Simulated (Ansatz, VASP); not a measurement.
# One calculation of KCl, two programs

Contents of INCAR:

```
SYSTEM = KCl
ALGO = Normal
EDIFF = 1E-7
ENCUT = 520
GGA = PS
ISIF = 2
ISMEAR = -1
LASPH = .TRUE.
LCHARG = .FALSE.
LREAL = .FALSE.
LWAVE = .FALSE.
NBANDS = 15
NELM = 60
PREC = Accurate
SIGMA = 0.01
```

KPOINTS

```
k-points
0
G
  7 7 7
  0 0 0
```

Contents of POSCAR:

```
KCl
1.0
    3.6340000000      0.0181700000      0.0181700000
    0.0181700000      3.6340000000      0.0181700000
    0.0181700000      0.0181700000      3.6340000000
K Cl
1 1
Direct
    0.0000000000      0.0000000000      0.0000000000
    0.5000000000      0.5000000000      0.5000000000
```

Input for Ansatz:

```yaml
crystal:
  lattice:
    - [3.634, 0.01817, 0.01817]
    - [0.01817, 3.634, 0.01817]
    - [0.01817, 0.01817, 3.634]
  atoms:
    - { symbol: K, position: [0.0, 0.0, 0.0] }
    - { symbol: Cl, position: [0.5, 0.5, 0.5] }
kpoints:
  mp_grid: { grid: [7, 7, 7] }
  band_path:
    path:
      - [0.0, 0.0, 0.0]
      - [0.5, 0.5, 0.5]
      - [0.5098274679, 0.4901725321, 0.5]
      - [0.5, -0.4901725321, 0.4901725321]
      - [0.5, 0.0, 0.0]
      - [0.0, 0.0, 0.0]
      - [0.4950862661, -0.4950862661, 0.0]
      - [0.5049137339, 0.0, 0.4950862661]
      - [0.5, 0.0, 0.5]
    npoints: 5
scf:
  occupations: { method: fermi_dirac, width: 0.01 }
hamiltonian:
  xc: pbesol
  pseudopotentials: { kind: all_electron, lapw: { basis_error: 0.001 } }
output:
  forces: true
  stress: true
  eigenvalues: true
```

Change from the starting cell: equal xy, yz and zx shear strains of +1 %.

Alike in both runs: task single point; functional PBEsol; k mesh 7 × 7 × 7; occupations fermi-dirac, width 0.01 eV; no spin polarisation.

|  | VASP | Ansatz |
| --- | --- | --- |
| version | VASP 6.6.1 | Ansatz 0.2.0 |
| potentials or method | VASP PAW PBE potentials, release 64 (K_sv, Cl) | all-electron LAPW, scalar-relativistic |
| plane-wave cutoff (eV) | 520 | see its input |

VASP gave:

```
gap on the k mesh at the Fermi level (eV)       : 5.40
pressure (GPa)                                  : 2.4
largest component of the traceless stress (GPa) : 0.13
```

What did Ansatz give for the same quantities?

gap on the k mesh at the Fermi level (eV): 5.40; pressure (GPa): 2.3; largest component of the traceless stress (GPa): 0.12.

Ansatz ran all-electron here, so the differences hold the error of VASP's frozen core and of both bases.

Caveats: the PAW data sets were made with another functional, which shifts forces and pressure a little (VASP); an odd mesh through Γ misses points on the zone boundary, where band edges often lie.
